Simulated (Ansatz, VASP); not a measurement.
# One calculation of Mo, two programs

File INCAR:

```
SYSTEM = Mo
PREC = Accurate
ENCUT = 600
EDIFF = 1E-6
ISMEAR = -1
SIGMA = 0.05
LREAL = .False.
LASPH = .True.
NELM = 60
ALGO = Normal
ISIF = 3
LWAVE = .False.
LCHARG = .False.
GGA = RE
IVDW = 12
IBRION = 2
NSW = 80
EDIFFG = -0.005
```

File KPOINTS:

```
regular mesh
0
Gamma
  12 12 12
  0 0 0
```

The input POSCAR:

```
Mo
1.0
   -1.5838089719      1.5838089719      1.5838089719
    1.5838089719     -1.5838089719      1.5838089719
    1.5838089719      1.5838089719     -1.5838089719
Mo
1
Direct
    0.0000000000      0.0000000000      0.0000000000
```

input.yaml

```yaml
crystal:
  lattice:
    - [-1.5838089719, 1.5838089719, 1.5838089719]
    - [1.5838089719, -1.5838089719, 1.5838089719]
    - [1.5838089719, 1.5838089719, -1.5838089719]
  atoms:
    - { symbol: Mo, position: [0.0, 0.0, 0.0] }
kpoints:
  mp_grid: { grid: [12, 12, 12] }
scf:
  occupations: { method: fermi_dirac, width: 0.05 }
hamiltonian:
  xc: revpbe
  dispersion: d3bj
  pseudopotentials: { kind: all_electron, lapw: { basis_error: 0.001 } }
output:
  forces: true
  stress: true
relax:
  f_tol: 0.005
  max_steps: 60
  cell: {}
```

Alike in both runs: task relaxation of cell and atoms; functional revPBE; dispersion D3(BJ); k mesh 12 × 12 × 12; occupations fermi-dirac, width 0.05 eV; no spin polarisation.

|  | VASP | Ansatz |
| --- | --- | --- |
| version | VASP 6.6.1 | Ansatz 0.2.0 |
| potentials or method | VASP PAW PBE potentials, release 64 (Mo_sv) | all-electron LAPW, scalar-relativistic |
| plane-wave cutoff (eV) | 600 | see its input |

VASP gave:

```
relaxed volume (Å³/atom)                                     : 15.11
relaxed cell length with the largest relative difference (Å) : 2.698
energy change over the relaxation (meV/atom)                 : -33
```

**Question.** Which values does Ansatz return?

**Answer.** Relaxed volume (Å³/atom): 15.09; relaxed cell length with the largest relative difference (Å): 2.696; energy change over the relaxation (meV/atom): -35.

Ansatz ran all-electron here, so the differences hold the error of VASP's frozen core and of both bases.

Caveats: the PAW data sets were made with another functional, which shifts forces and pressure a little (VASP); pairwise dispersion overbinds metals, which lowers pressure and volume (VASP).
